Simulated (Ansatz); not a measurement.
The system is C.

```
CELL_PARAMETERS angstrom
2.52210 0.00000 0.00000
-1.26105 2.18420 0.00000
0.00000 0.00000 8.23710
ATOMIC_POSITIONS crystal
C 0.66667 0.33333 0.84375
C 0.33333 0.66667 0.34375
C 0.66667 0.33333 0.65625
C 0.33333 0.66667 0.15625
C 0.00000 0.00000 0.90625
C 0.00000 0.00000 0.40625
C 0.00000 0.00000 0.59375
C 0.00000 0.00000 0.09375
```

This is a hexagonal form of diamond, not graphite.

```yaml
Program: Ansatz 0.2.0
Task: relaxation of cell and atoms
Functional: r2SCAN
Potentials_or_basis: Ansatz PAW
Cutoff: "500 eV (not typed: the program's choice for these potentials)"
k_mesh: 12 × 12 × 4
Occupations: fermi-dirac, width 0.05 eV
Spin: no spin polarisation
```

At the start: volume 5.67 Å³/atom.

Task: How do energy, volume and symmetry change on relaxing?

Result: It ends after 6 steps and the volume is 5.65 Å³/atom (-0.4 %); space group P6_3/mmc (No. 194, to 0.05 Å).

The path:
```csv
step,energy change (eV),largest force (eV/Å),volume (Å³)
1,0.0000,0.3587,45.38
2,-0.0154,0.4070,45.25
3,-0.0209,0.2142,45.22
4,-0.0226,0.0150,45.17
5,-0.0226,0.0018,45.17
6,-0.0225,0.0017,45.17
```

Final structure:
```
C
1.0
     2.50984    0.00000    0.00000
    -1.25492    2.17359    0.00000
     0.00000    0.00000    8.28033
C
8
Direct
  0.66667 0.33333 0.84450
  0.33333 0.66667 0.34450
  0.66667 0.33333 0.65550
  0.33333 0.66667 0.15550
  0.00000 0.00000 0.90707
  0.00000 0.00000 0.40707
  0.00000 0.00000 0.59293
  0.00000 0.00000 0.09293
```

Caveat: the plane-wave basis is chosen anew once the cell has moved, so the energies of steps on either side of that aren't comparable; the PAW data sets come from PBE, with cores solved anew for the run's functional, which leaves a small shift of forces and pressure.
